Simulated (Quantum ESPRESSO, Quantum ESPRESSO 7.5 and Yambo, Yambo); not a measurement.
**Quasiparticle gap of As (buckled honeycomb monolayer) in Yambo**

Aim: the G0W0 gap of As (buckled honeycomb monolayer) on PBE, step by step.

Main program and level: Quantum ESPRESSO 7.5 and Yambo 5.3.0; PBE and many-body steps on it, plane waves.

### Step 1. The starting structure

The cell holds 2 atoms: 2 As. Cell: a = 3.611 Å, b = 3.611 Å, c = 14.000 Å, α = 90.0°, β = 90.0°, γ = 120.0°. Vacuum lies along c.

The structure was relaxed with PBE. The runs that relaxed it are not among those shown.

### Step 2. Ground state

This step: Quantum ESPRESSO 7.5; DFT, PBE, plane waves, norm-conserving pseudopotentials.

The ground-state density comes first.

pw.in reads:

```
&control
  calculation = 'scf'
  prefix = 'x'
  outdir = 'o'
  pseudo_dir = 'pseudo'
/
&system
  ibrav = 0
  nat = 2
  ntyp = 1
  ecutwfc = 100.0
  nbnd = 28
  force_symmorphic = .true.
/
&electrons
  conv_thr = 1e-10
  electron_maxstep = 80
  mixing_beta = 0.5
/
ATOMIC_SPECIES
  As 74.922 As.upf
CELL_PARAMETERS angstrom
  3.6112698398 0.0000000000 0.0000000000
  -1.8056349199 3.1274514212 0.0000000000
  0.0000000000 0.0000000000 14.0000000000
ATOMIC_POSITIONS crystal
  As 0.3333333333 0.6666666667 0.4503483138
  As 0.6666666667 0.3333333333 0.5496516862
K_POINTS automatic
  12 12 1 0 0 0
```

Run with:

```console
$ OMP_NUM_THREADS=1 mpirun -n 4 pw.x -nk 4 -in pw.in > pw.out
```

Output:

```text
Program PWSCF v.7.5 starts

     This program is part of the open-source Quantum ESPRESSO suite
     for quantum simulation of materials; please cite
         "P. Giannozzi et al., J. Phys.:Condens. Matter 21 395502 (2009);
         "P. Giannozzi et al., J. Phys.:Condens. Matter 29 465901 (2017);
         "P. Giannozzi et al., J. Chem. Phys. 152 154105 (2020);
     in publications or presentations arising from this work. More details at
     Message from routine setup:
     using ibrav=0 with symmetry is DISCOURAGED, use correct ibrav instead

     G-vector sticks info

     bravais-lattice index     =            0
     lattice parameter (alat)  =       6.8243  a.u.
     unit-cell volume          =    1067.0264 (a.u.)^3
     number of atoms/cell      =            2
     number of atomic types    =            1
     number of electrons       =        46.00
     number of Kohn-Sham states=           28
     kinetic-energy cutoff     =     100.0000  Ry
     charge density cutoff     =     400.0000  Ry
     scf convergence threshold =      1.0E-10
     mixing beta               =       0.5000
     number of iterations used =            8  plain     mixing
     Exchange-correlation= PBE
                           (   1   4   3   4   0   0   0)

     celldm(1)=   6.824311  celldm(2)=   0.000000  celldm(3)=   0.000000
     celldm(4)=   0.000000  celldm(5)=   0.000000  celldm(6)=   0.000000

     crystal axes: (cart. coord. in units of alat)
               a(1) = (   1.000000   0.000000   0.000000 )
               a(2) = (  -0.500000   0.866025   0.000000 )
               a(3) = (   0.000000   0.000000   3.876753 )

     reciprocal axes: (cart. coord. in units 2 pi/alat)
               b(1) = (  1.000000  0.577350 -0.000000 )
               b(2) = (  0.000000  1.154701  0.000000 )
               b(3) = (  0.000000 -0.000000  0.257948 )
     Pseudo is Norm-conserving + core correction, Zval = 23.0
     Generated using ONCVPSP code by D. R. Hamann
     Using radial grid of 1358 points,  6 beta functions with:
     As               23.00    74.92200     As( 1.00)

     12 Sym. Ops., with inversion, found

   Cartesian axes

     site n.     atom                  positions (alat units)
         1        As     tau(   1) = (  -0.0000000   0.5773503   1.7458890  )
         2        As     tau(   2) = (   0.5000000   0.2886751   2.1308636  )

     number of k points=    19
                       cart. coord. in units 2pi/alat
        k(    1) = (   0.0000000   0.0000000   0.0000000), wk =   0.0138889
        k(    2) = (   0.0000000   0.0962250   0.0000000), wk =   0.0833333
        k(    3) = (   0.0000000   0.1924501   0.0000000), wk =   0.0833333
        k(    4) = (   0.0000000   0.2886751   0.0000000), wk =   0.0833333
        k(    5) = (   0.0000000   0.3849002   0.0000000), wk =   0.0833333
        k(    6) = (   0.0000000   0.4811252   0.0000000), wk =   0.0833333
        k(    7) = (   0.0000000  -0.5773503   0.0000000), wk =   0.0416667
        k(    8) = (   0.0833333   0.1443376   0.0000000), wk =   0.0833333
        k(    9) = (   0.0833333   0.2405626   0.0000000), wk =   0.1666667
        k(   10) = (   0.0833333   0.3367877   0.0000000), wk =   0.1666667
     [... 7 further rows ...]
        k(   18) = (   0.2500000   0.5292377   0.0000000), wk =   0.1666667
        k(   19) = (   0.3333333   0.5773503   0.0000000), wk =   0.0277778

     Dense  grid:   144181 G-vectors     FFT dimensions: (  45,  45, 180)

     Initial potential from superposition of free atoms

     starting charge      45.9995, renormalised to      46.0000
     Starting wfcs are   26 randomized atomic wfcs +    2 random wfcs

     per-process dynamical memory:   119.1 Mb

     Self-consistent Calculation

     iteration #  1     ecut=   100.00 Ry     beta= 0.50

     Threshold (ethr) on eigenvalues was too large:
     Diagonalizing with lowered threshold

     total energy              =   -1221.02029702 Ry
     estimated scf accuracy    <       0.02090357 Ry

     iteration #  2     ecut=   100.00 Ry     beta= 0.50

     total energy              =   -1221.02048193 Ry
     estimated scf accuracy    <       0.00369498 Ry

     iteration #  3     ecut=   100.00 Ry     beta= 0.50

     total energy              =   -1221.02065679 Ry
     estimated scf accuracy    <       0.00007865 Ry

     iteration #  4     ecut=   100.00 Ry     beta= 0.50

     total energy              =   -1221.02066271 Ry
     estimated scf accuracy    <       0.00000729 Ry

     iteration #  5     ecut=   100.00 Ry     beta= 0.50

     total energy              =   -1221.02066346 Ry
     estimated scf accuracy    <       0.00000016 Ry

     iteration #  6     ecut=   100.00 Ry     beta= 0.50

     total energy              =   -1221.02066349 Ry
     estimated scf accuracy    <       0.00000002 Ry

     iteration #  7     ecut=   100.00 Ry     beta= 0.50

     total energy              =   -1221.02066349 Ry
     estimated scf accuracy    <          6.9E-10 Ry

     iteration #  8     ecut=   100.00 Ry     beta= 0.50

     total energy              =   -1221.02066349 Ry
     estimated scf accuracy    <          1.3E-10 Ry

     iteration #  9     ecut=   100.00 Ry     beta= 0.50

     End of self-consistent calculation

          k = 0.0000 0.0000 0.0000 ( 18001 PWs)   bands (ev):

  -185.6156-185.6150-129.0136-129.0136-129.0112-129.0112-128.9556-128.9535
   -36.0724 -36.0724 -36.0393 -36.0393 -35.9786 -35.9637 -35.9637 -35.9205
   -35.9088 -35.9088 -14.3315  -8.0643  -1.4310  -0.9090  -0.9090   1.0392
     2.5909   2.5909   3.6642   3.9630

          k = 0.0000 0.0962 0.0000 ( 17967 PWs)   bands (ev):

  -185.6156-185.6150-129.0136-129.0136-129.0112-129.0112-128.9555-128.9536
   -36.0724 -36.0707 -36.0387 -36.0376 -35.9790 -35.9647 -35.9629 -35.9216
   -35.9106 -35.9089 -14.2398  -8.0534  -1.7899  -1.3879  -1.1128   1.6568
     2.4756   2.7994   3.7775   4.0984

          k = 0.0000 0.1925 0.0000 ( 17989 PWs)   bands (ev):

  -185.6155-185.6151-129.0136-129.0135-129.0113-129.0112-128.9554-128.9537
   -36.0722 -36.0658 -36.0366 -36.0330 -35.9799 -35.9678 -35.9608 -35.9255
   -35.9150 -35.9092 -13.9675  -8.0679  -3.0918  -1.5658  -1.2975   1.3573
     3.1454   3.2110   4.0967   4.4631

          k = 0.0000 0.2887 0.0000 ( 18001 PWs)   bands (ev):

     [... further k-points ...]

     highest occupied, lowest unoccupied level (ev):    -0.9090    0.7366

!    total energy              =   -1221.02066349 Ry
     estimated scf accuracy    <          3.1E-12 Ry

     The total energy is the sum of the following terms:
     one-electron contribution =   -2893.35698151 Ry
     hartree contribution      =    1397.79642566 Ry
     xc contribution           =    -110.50593706 Ry
     ewald contribution        =     385.04582942 Ry

     convergence has been achieved in   9 iterations

     XML data file, charge density, pseudopotentials, collected wavefunctions

=------------------------------------------------------------------------------=
   JOB DONE.
=------------------------------------------------------------------------------=
```

The job ended after 38 s (4 MPI ranks of Arm Neoverse V2, shared host; peak memory 0.78 GiB).

Numbers from this step:

* total energy: -16612.8324 eV
* gap: 1.646 eV
* k of the valence top: 0, 0, 0
* k of the conduction bottom: 0, 0.3333, 0
* least direct gap: 1.948 eV

The gap is indirect, with the least direct gap 0.30 eV higher.

### Step 3. Bands along the symmetry lines

The cheap functional maps the bands first; the places of the edges decide which points the dearer methods must see.

pw.in reads:

```
&control
  calculation = 'bands'
  prefix = 'x'
  outdir = 'o'
  pseudo_dir = 'pseudo'
/
&system
  ibrav = 0
  nat = 2
  ntyp = 1
  ecutwfc = 100.0
  nbnd = 29
  force_symmorphic = .true.
/
&electrons
  conv_thr = 1e-9
  electron_maxstep = 80
  diago_full_acc = .true.
  diago_thr_init = 5e-6
/
ATOMIC_SPECIES
  As 74.922 As.upf
CELL_PARAMETERS angstrom
  3.6112698398 0.0000000000 0.0000000000
  -1.8056349199 3.1274514212 0.0000000000
  0.0000000000 0.0000000000 14.0000000000
ATOMIC_POSITIONS crystal
  As 0.3333333333 0.6666666667 0.4503483138
  As 0.6666666667 0.3333333333 0.5496516862
K_POINTS crystal
  25
  0.00000000 0.00000000 0.00000000 1
  0.06250000 0.00000000 0.00000000 1
  0.12500000 0.00000000 0.00000000 1
  0.18750000 0.00000000 0.00000000 1
  0.25000000 0.00000000 0.00000000 1
  0.31250000 0.00000000 0.00000000 1
  0.37500000 0.00000000 0.00000000 1
  0.43750000 0.00000000 0.00000000 1
  0.50000000 0.00000000 0.00000000 1
  0.47916667 0.04166667 0.00000000 1
  0.45833333 0.08333333 0.00000000 1
  0.43750000 0.12500000 0.00000000 1
  0.41666666 0.16666666 0.00000000 1
  0.39583333 0.20833333 0.00000000 1
  0.37500000 0.25000000 0.00000000 1
  0.35416666 0.29166666 0.00000000 1
  0.33333333 0.33333333 0.00000000 1
  0.29166666 0.29166666 0.00000000 1
  0.25000000 0.25000000 0.00000000 1
  0.20833333 0.20833333 0.00000000 1
  0.16666666 0.16666666 0.00000000 1
  0.12500000 0.12500000 0.00000000 1
  0.08333333 0.08333333 0.00000000 1
  0.04166667 0.04166667 0.00000000 1
  0.00000000 0.00000000 0.00000000 1
```

Output:

```text
[banner, memory and clock lines left out]
Program PWSCF v.7.5 starts

     Atomic positions and unit cell read from directory:
     o/x.save/

     Message from routine setup:
     using ibrav=0 with symmetry is DISCOURAGED, use correct ibrav instead

     G-vector sticks info

     bravais-lattice index     =            0
     lattice parameter (alat)  =       6.8243  a.u.
     unit-cell volume          =    1067.0264 (a.u.)^3
     number of atoms/cell      =            2
     number of atomic types    =            1
     number of electrons       =        46.00
     number of Kohn-Sham states=           29
     kinetic-energy cutoff     =     100.0000  Ry
     charge density cutoff     =     400.0000  Ry
     Exchange-correlation= PBE
                           (   1   4   3   4   0   0   0)

     celldm(1)=   6.824311  celldm(2)=   0.000000  celldm(3)=   0.000000
     celldm(4)=   0.000000  celldm(5)=   0.000000  celldm(6)=   0.000000

     crystal axes: (cart. coord. in units of alat)
               a(1) = (   1.000000   0.000000   0.000000 )
               a(2) = (  -0.500000   0.866025   0.000000 )
               a(3) = (   0.000000   0.000000   3.876753 )

     reciprocal axes: (cart. coord. in units 2 pi/alat)
               b(1) = (  1.000000  0.577350 -0.000000 )
               b(2) = (  0.000000  1.154701  0.000000 )
               b(3) = (  0.000000 -0.000000  0.257948 )
     Pseudo is Norm-conserving + core correction, Zval = 23.0
     Generated using ONCVPSP code by D. R. Hamann
     Using radial grid of 1358 points,  6 beta functions with:
     As               23.00    74.92200     As( 1.00)

     12 Sym. Ops., with inversion, found

   Cartesian axes

     site n.     atom                  positions (alat units)
         1        As     tau(   1) = (  -0.0000000   0.5773503   1.7458890  )
         2        As     tau(   2) = (   0.5000000   0.2886751   2.1308636  )

     number of k points=    25
                       cart. coord. in units 2pi/alat
        k(    1) = (   0.0000000   0.0000000   0.0000000), wk =   0.0800000
        k(    2) = (   0.0625000   0.0360844   0.0000000), wk =   0.0800000
        k(    3) = (   0.1250000   0.0721688   0.0000000), wk =   0.0800000
[...]
[... 13 further rows ...]
        k(   24) = (   0.0416667   0.0721688   0.0000000), wk =   0.0800000
        k(   25) = (   0.0000000   0.0000000   0.0000000), wk =   0.0800000

     Dense  grid:   144181 G-vectors     FFT dimensions: (  45,  45, 180)

     The potential is recalculated from file :
     o/x.save/charge-density

     Starting wfcs are   26 randomized atomic wfcs +    3 random wfcs

     Band Structure Calculation

     End of band structure calculation

          k = 0.0000 0.0000 0.0000 ( 18001 PWs)   bands (ev):

  -185.6156-185.6150-129.0136-129.0136-129.0112-129.0112-128.9556-128.9535
   -36.0724 -36.0724 -36.0393 -36.0393 -35.9786 -35.9637 -35.9637 -35.9205
   -35.9088 -35.9088 -14.3315  -8.0643  -1.4310  -0.9090  -0.9090   1.0392
     2.5909   2.5909   3.6642   3.9630   5.6607

          k = 0.0625 0.0361 0.0000 ( 17973 PWs)   bands (ev):

  -185.6156-185.6150-129.0136-129.0136-129.0112-129.0112-128.9556-128.9536
   -36.0724 -36.0714 -36.0389 -36.0384 -35.9788 -35.9643 -35.9632 -35.9211
[...]
2.4820   2.7140   3.7291   4.0390   5.7178

          k = 0.1250 0.0722 0.0000 ( 17969 PWs)   bands (ev):

  -185.6156-185.6150-129.0136-129.0135-129.0113-129.0112-128.9555-128.9536
[...]
2.7527   3.0028   3.9120   4.2645   5.8474

[...]
k = 0.0417 0.0722 0.0000 ( 17975 PWs)   bands (ev):

  -185.6156-185.6150-129.0136-129.0136-129.0112-129.0112-128.9555-128.9536
[...]
2.4158   2.7827   3.7499   4.0647   5.7345

          k = 0.0000 0.0000 0.0000 ( 18001 PWs)   bands (ev):

  -185.6156-185.6150-129.0136-129.0136-129.0112-129.0112-128.9556-128.9535
   -36.0724 -36.0724 -36.0393 -36.0393 -35.9786 -35.9637 -35.9637 -35.9205
   -35.9088 -35.9088 -14.3315  -8.0643  -1.4310  -0.9090  -0.9090   1.0392
     2.5909   2.5909   3.6642   3.9630   5.6607

     XML data file, pseudopotentials, collected wavefunctions
```

Wall time 14 s (4 MPI ranks); peak memory 0.54 GiB; 57 s of CPU time.

This step gave:

```yaml
gap: 1.630 eV
k_of_the_valence_top: 0, 0, 0
k_of_the_conduction_bottom: 0.3125, 0, 0
least_direct_gap: 1.948 eV
```

The gap is 1.630 eV, −0.015 eV from the run before at this level.

Electronic bands along the path, in eV, zero at the top of the highest filled band:

```
  point  band 20  band 21  band 22  band 23  band 24  band 25  band 26  band 27
      Γ    -7.16    -0.52     0.00     0.00     1.95     3.50     3.50     4.57
halfway    -7.35    -3.17    -1.14    -0.41     1.75     4.31     4.42     5.53
      M    -9.08    -3.38    -1.86    -1.54     2.00     3.18     4.52     6.29
halfway    -9.22    -3.72    -2.43    -1.55     2.70     3.66     4.20     6.82
      K    -9.91    -4.32    -1.96    -1.96     2.04     4.59     4.59     8.05
halfway    -7.52    -3.17    -2.23    -0.39     2.80     3.49     4.72     5.81
      Γ    -7.16    -0.52     0.00     0.00     1.95     3.50     3.50     4.57
```

The electronic bands as a text plot (rows in eV, shown from -8.0 to 4.9 only):

```
    4.6 |++++++   +++++++++++++++     ++++++++   +++++++++   ++++
    4.1 |    ++++++++++          ++++++    +++            +++
    3.5 |++++++        +++++       +          +++   ++++++   ++++
    3.0 |                   +++++++              ++++++++++++
    2.5 | +++++                 +  ++++    ++++++            +++
    1.9 |+     ++++++  +++++++++       ++++                     +
    1.4 |            ++
    0.8 |
    0.3 |
   -0.2 |************                               *************
   -0.8 |****  ***   *****                       ***      *******
   -1.3 |    **   *****   **********       ******      ***
   -1.8 |              *********    *******               ***
   -2.4 |      ***              *********  ***      ***
   -2.9 |         ***                         ************
   -3.4 |            **************           ******
   -4.0 |                          ****    ***
   -4.5 |                              ****
   -5.1 |
   -5.6 |
   -6.1 |
   -6.7 |
   -7.2 |************                                  **********
   -7.7 |            **                             ***
         Γ                   M           K                      Γ
```

### Step 4. Empty states on the mesh, 6×6×1 mesh, 97 bands

The sums over transitions need many empty states on a uniform mesh; this step solves for them.

pw.in reads:

```
&control
  calculation = 'nscf'
  prefix = 'x'
  outdir = 'o'
  pseudo_dir = 'pseudo'
/
&system
  ibrav = 0
  nat = 2
  ntyp = 1
  ecutwfc = 100.0
  nbnd = 97
  force_symmorphic = .true.
/
&electrons
  conv_thr = 1e-9
  electron_maxstep = 80
  diago_full_acc = .true.
  diago_thr_init = 5e-6
/
ATOMIC_SPECIES
  As 74.922 As.upf
CELL_PARAMETERS angstrom
  3.6112698398 0.0000000000 0.0000000000
  -1.8056349199 3.1274514212 0.0000000000
  0.0000000000 0.0000000000 14.0000000000
ATOMIC_POSITIONS crystal
  As 0.3333333333 0.6666666667 0.4503483138
  As 0.6666666667 0.3333333333 0.5496516862
K_POINTS automatic
  6 6 1 0 0 0
```

Output:

```text
[banner, memory and clock lines left out]
Program PWSCF v.7.5 starts

     Atomic positions and unit cell read from directory:
     o/x.save/

     Message from routine setup:
     using ibrav=0 with symmetry is DISCOURAGED, use correct ibrav instead

     G-vector sticks info

     bravais-lattice index     =            0
     lattice parameter (alat)  =       6.8243  a.u.
     unit-cell volume          =    1067.0264 (a.u.)^3
     number of atoms/cell      =            2
     number of atomic types    =            1
     number of electrons       =        46.00
     number of Kohn-Sham states=           97
     kinetic-energy cutoff     =     100.0000  Ry
     charge density cutoff     =     400.0000  Ry
     Exchange-correlation= PBE
                           (   1   4   3   4   0   0   0)

     celldm(1)=   6.824311  celldm(2)=   0.000000  celldm(3)=   0.000000
     celldm(4)=   0.000000  celldm(5)=   0.000000  celldm(6)=   0.000000

     crystal axes: (cart. coord. in units of alat)
               a(1) = (   1.000000   0.000000   0.000000 )
               a(2) = (  -0.500000   0.866025   0.000000 )
               a(3) = (   0.000000   0.000000   3.876753 )

     reciprocal axes: (cart. coord. in units 2 pi/alat)
               b(1) = (  1.000000  0.577350 -0.000000 )
               b(2) = (  0.000000  1.154701  0.000000 )
               b(3) = (  0.000000 -0.000000  0.257948 )
     Pseudo is Norm-conserving + core correction, Zval = 23.0
     Generated using ONCVPSP code by D. R. Hamann
     Using radial grid of 1358 points,  6 beta functions with:
     As               23.00    74.92200     As( 1.00)

     12 Sym. Ops., with inversion, found

   Cartesian axes

     site n.     atom                  positions (alat units)
         1        As     tau(   1) = (  -0.0000000   0.5773503   1.7458890  )
         2        As     tau(   2) = (   0.5000000   0.2886751   2.1308636  )

     number of k points=     7
                       cart. coord. in units 2pi/alat
        k(    1) = (   0.0000000   0.0000000   0.0000000), wk =   0.0555556
        k(    2) = (   0.0000000   0.1924501   0.0000000), wk =   0.3333333
        k(    3) = (   0.0000000   0.3849002   0.0000000), wk =   0.3333333
        k(    4) = (   0.0000000  -0.5773503   0.0000000), wk =   0.1666667
        k(    5) = (   0.1666667   0.2886751   0.0000000), wk =   0.3333333
        k(    6) = (   0.1666667   0.4811252   0.0000000), wk =   0.6666667
        k(    7) = (   0.3333333   0.5773503   0.0000000), wk =   0.1111111

     Dense  grid:   144181 G-vectors     FFT dimensions: (  45,  45, 180)

     The potential is recalculated from file :
     o/x.save/charge-density

     Starting wfcs are   26 randomized atomic wfcs +   71 random wfcs

     Band Structure Calculation

     End of band structure calculation

          k = 0.0000 0.0000 0.0000 ( 18001 PWs)   bands (ev):

  -185.6156-185.6150-129.0136-129.0136-129.0112-129.0112-128.9556-128.9535
   -36.0725 -36.0725 -36.0393 -36.0393 -35.9786 -35.9637 -35.9637 -35.9205
   -35.9088 -35.9088 -14.3315  -8.0643  -1.4310  -0.9090  -0.9090   1.0392
     2.5909   2.5909   3.6642   3.9630   5.6607   6.9897   8.2441   9.2675
[...]
33.9040

          k = 0.0000 0.1925 0.0000 ( 17989 PWs)   bands (ev):

  -185.6155-185.6151-129.0136-129.0135-129.0113-129.0112-128.9554-128.9537
[...]
34.9174

          k = 0.0000 0.3849 0.0000 ( 18027 PWs)   bands (ev):

  -185.6155-185.6151-129.0137-129.0132-129.0117-129.0111-128.9551-128.9540
[...]
29.6868  29.9012  29.9846  30.4616  30.6567  31.1708  31.3293  31.6336
    32.3108  33.1659  33.2826  33.4428  33.5312  33.6466  33.8154  33.8323
    34.3604

          k = 0.0000-0.5774 0.0000 ( 18060 PWs)   bands (ev):

     [... further k-points ...]

     highest occupied, lowest unoccupied level (ev):    -0.9090    0.7366

     XML data file, pseudopotentials, collected wavefunctions
```

Run time: 24 s. Hardware: 4 MPI ranks; peak memory 0.94 GiB; 94 s of CPU time.

This step gave:

| Quantity | Value |
| --- | --- |
| gap | 1.646 eV |
| k of the valence top | 0, 0, 0 |
| k of the conduction bottom | 0, 0.3333, 0 |
| least direct gap | 1.948 eV |
| k points computed | 7 |
| lowest point of the top converged band, above the valence top | 34.81 eV |

On this mesh the gap is 1.646 eV.

(Continued in part 2 of 2.)

[Paths, hosts, dates, memory and timing lines, banners, echoed tables and standing remarks are left out of the program output.]

[Logs are printed without paths, hosts, clocks, repeated set-up lines and the standing remarks that a program may print on its own settings, such as how far it seeks lower states.]

[Runs of the session that timed out or met a known fault of the program may be left out.]

[Hosts, paths, dates, database ids (printed as entryN), source tags and the programs' standing remarks are cut or masked in the printed files.]
